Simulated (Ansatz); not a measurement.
**ZnO (zincite) under changes of volume**

One of the cells (11.900 Å³/atom); the others are scaled copies at fixed shape and fractional positions:

```xyz
4
Lattice="3.2493 0.0000 0.0000 -1.6247 2.8140 0.0000 0.0000 0.0000 5.2057" Properties=species:S:1:pos:R:3 pbc="T T T"
Zn    1.6247    0.9380    0.0000
Zn    0.0000    1.8760    2.6029
O     0.0000    1.8760    4.5759
O     1.6247    0.9380    1.9730
```

| Quantity | Value |
| --- | --- |
| Program | Ansatz 0.2.0 |
| Functional | PBEsol |
| Dispersion | D3(BJ) |
| Potentials or basis | Ansatz PAW |
| Cutoff | 420 eV (not typed: the program's choice for these potentials) |
| k mesh | 9 × 9 × 5 |
| Occupations | fermi-dirac, width 0.05 eV |
| Spin | no spin polarisation |

```tsv
volume (Å³/atom)	energy over the lowest point (meV/atom)	pressure (GPa)	gap on the mesh (eV)	largest force (eV/Å)
11.186	6.10	5.5	0.79	0.085
11.424	0.57	2.0	0.76	0.077
11.662	0.00	-1.2	0.73	0.069
11.900	3.86	-4.0	0.70	0.062
12.138	11.69	-6.5	0.67	0.056
12.376	23.07	-8.8	0.64	0.049
12.614	?	?	?	?
```

Task: What does the run at 12.614 Å³/atom give?

Result: Energy over the lowest point 37.60 meV/atom; pressure -10.8 GPa; gap on the mesh 0.62 eV; largest force 0.043 eV/Å.

Worked out: A Birch-Murnaghan fit of order 3 (a polynomial in V^(-2/3)) to the other rows has its minimum at 11.57 Å³/atom with B0 = V·E''(V) = 151 GPa and B' = 4.4 at fixed shape and positions, which overstates the stiffness. It gives 37.63 meV/atom at 12.614 Å³/atom, against the run's 37.60, and -dE/dV = -10.8 GPa, against -10.8. A straight line through the other rows of the gap, of slope -1.48 eV per unit of ln V (its deformation potential), extrapolates to 0.61 eV, against the run's 0.62.

Energies are extrapolated to zero smearing.

Caveats: odd divisions of the mesh miss points on the zone boundary, where band edges often lie, so the gap on the mesh can be too wide; the PAW data sets come from PBE, with cores solved anew for the run's functional, which leaves a small shift of forces and pressure.
